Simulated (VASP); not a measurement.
# SnSe, Mössbauer parameters: which settings are enough?

SnSe, Pnma (no. 62), 8 atoms in the cell. PBE, Moessbauer parameters; PAW potentials Sn_d, Se (PBE set). VASP 6.6.1.

Wanted: quadrupole splitting within 0.02 mm/s.

POSCAR:
```
SnSe
1.0
   11.4200000000      0.0000000000      0.0000000000
    0.0000000000      4.1900000000      0.0000000000
    0.0000000000      0.0000000000      4.4600000000
Sn Se
4 4
Direct
    0.8770000000      0.7500000000      0.9090000000
    0.6230000000      0.2500000000      0.4090000000
    0.3770000000      0.7500000000      0.5910000000
    0.1230000000      0.2500000000      0.0910000000
    0.6430000000      0.7500000000      0.9840000000
    0.8570000000      0.2500000000      0.4840000000
    0.1430000000      0.7500000000      0.5160000000
    0.3570000000      0.2500000000      0.0160000000
```

The series start from ENCUT (eV): 400; k mesh: 3 × 6 × 6; EDIFF (eV): 1e-7; PREC: Accurate; LREAL: no; ALGO: Normal. Each series keeps the choices made before it, and each single choice may use up half of a tolerance.

## ENCUT (eV)

| ENCUT (eV) | Quadrupole splitting, largest deviation (mm/s) | SCF iterations | Time (s) |
|---|---|---|---|
| 250 | 0.001 | 16 | 19 |
| 300 | 0.001 | 14 | 27 |
| 400 | 0.000 | 14 | 38 |
| 450 | 0.000 | 14 | 38 |
| 500 | 0.000 | 14 | 58 |
| 600 (reference) | 0.000 | 14 | 70 |

Chosen: 250, the loosest value from which every tighter one stays within half of the tolerance.

## k mesh

| k mesh | Quadrupole splitting, largest deviation (mm/s) | SCF iterations | Time (s) |
|---|---|---|---|
| 1 × 2 × 2 | 0.169 | 14 | 4.4 |
| 1 × 3 × 3 | 0.095 | 14 | 4.8 |
| 2 × 3 × 3 | 0.058 | 14 | 6.6 |
| 2 × 4 × 4 | 0.023 | 16 | 13 |
| 2 × 5 × 5 | 0.005 | 16 | 14 |
| 3 × 6 × 6 | 0.002 | 16 | 19 |
| 3 × 8 × 7 | 0.001 | 16 | 24 |
| 4 × 9 × 9 (reference) | 0.000 | 16 | 46 |

Chosen: 2 × 5 × 5.

## EDIFF (eV)

| EDIFF (eV) | Quadrupole splitting, largest deviation (mm/s) | SCF iterations | Time (s) |
|---|---|---|---|
| 0.0001 | 0.002 | 10 | 10 |
| 1e-5 | 0.000 | 13 | 12 |
| 1e-6 | 0.000 | 13 | 11 |
| 1e-7 | 0.000 | 16 | 14 |
| 1e-8 (reference) | 0.000 | 17 | 15 |

Chosen: 0.0001.

## PREC

| PREC | Quadrupole splitting, largest deviation (mm/s) | SCF iterations | Time (s) |
|---|---|---|---|
| Accurate | 0.000 | 10 | 10 |
| Normal | 0.001 | 10 | 5.9 |

Chosen: Normal, the fastest of those that stay within half of the tolerance.

## LREAL

| LREAL | Quadrupole splitting, largest deviation (mm/s) | SCF iterations | Time (s) |
|---|---|---|---|
| no | 0.000 | 10 | 5.9 |
| Auto | 0.000 | 10 | 5.9 |

Chosen: no; no other choice that stays within half of the tolerance saves 30 % of the time.

## ALGO

| ALGO | Quadrupole splitting, largest deviation (mm/s) | SCF iterations | Time (s) |
|---|---|---|---|
| Normal | 0.000 | 10 | 5.9 |
| Fast | 0.005 | 13 | 6.8 |
| All | 0.001 | 14 | 7.6 |

Chosen: Normal.

## All choices together

| Input | Quadrupole splitting, largest deviation (mm/s) | Time (s) |
|---|---|---|
| defaults, on a 2 × 5 × 5 mesh (naive) | 0.007 | 5.3 |
| chosen settings | 0.007 | 5.9 |
| reference settings throughout | 0.000 | 169 |

The tolerance is met.

Values of the reference run: Quadrupole splitting: 0.9833, 0.9833, 0.9833, 0.9833 mm/s, e Q Vzz / 2.

## The input

INCAR:
```
SYSTEM = SnSe
GGA = PE
PREC = Normal
ENCUT = 250
EDIFF = 1E-4
LREAL = .False.
LASPH = .True.
ALGO = Normal
NELM = 120
LWAVE = .False.
LCHARG = .False.
ISMEAR = 0
SIGMA = 0.02
LEFG = .True.
QUAD_EFG = -132 0
KPAR = 4
```

KPOINTS:
```
Automatic mesh
0
Gamma
  2 5 5
  0 0 0
```

Commands:
```
cat potpaw_PBE.64/Sn_d/POTCAR potpaw_PBE.64/Se/POTCAR > POTCAR
mpirun -np 4 vasp_std > vasp.out
```

The naive input happens to agree within the tolerance here, in 5.3 s.

The chosen input took VASP 6.6.1 5.9 s on 4 cores (AMD EPYC 9R45 (Zen 5)), a shared host.

## An input that fails: one k point for a small cell

It runs to its end, but against the unchanged starting input it is off by 1.531 mm/s in the quadrupole splitting.

k mesh: 3 × 6 × 6 becomes 1 × 1 × 1.

Changes against the starting input:
```
- KPAR = 4
```
